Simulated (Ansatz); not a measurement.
**Moving the functional in Hf**

It takes space group P6_3/mmc (No. 194, hexagonal). The conventional cell has a = 3.197 Å, b = 3.197 Å, c = 5.058 Å, α = 90.00°, β = 90.00°, γ = 120.00°. Around Hf (site symmetry -6m2) lie 12 Hf at 3.13 to 3.20 Å.

Kept alike: task band structure; k mesh 10 × 10 × 5; occupations fermi-dirac, width 0.05 eV; no spin polarisation. Program: Ansatz, all-electron LAPW, scalar-relativistic. The mesh is that of the run's cell of 2 atoms. No spin-orbit coupling.

```csv
functional,pressure (GPa)
LDA,-7.78
PBE,0.61
PBEsol,-3.90
```

Pressure is positive in compression. For a metal such a mesh leaves the last digits unconverged.

Problem. What does the functional change here?

Solution. The pressure runs from -7.78 (LDA) to 0.61 GPa (PBE). From PBE: LDA -8.39; PBEsol -4.51. A positive pressure means that the functional's own cell is larger than the one given, a negative one that it is smaller.

At this fixed cell, LDA gives the strongest tendency to contract, PBEsol a weaker one, and PBE is close to mechanical balance. This is the usual ordering for a transition metal. LDA overbinds, whereas the gradient correction in PBE favours the more inhomogeneous density of separated atoms and so weakens the cohesion supplied by the partly filled 5d band and the 6s electrons. PBEsol has a weaker gradient dependence in exchange, chosen to suit slowly varying densities, and therefore keeps part of the LDA contraction. The difference probably arises largely where the valence density overlaps the outer core, since the density gradients there change as the atoms move apart.

The given cell lies close to the measured one for hcp hafnium, so the small PBE pressure suggests a good equilibrium volume for this element, but not a general superiority of PBE for 5d metals. Because pressure reflects only the response to a uniform change in volume, these values don't show whether the functionals would also favour different axial ratios.
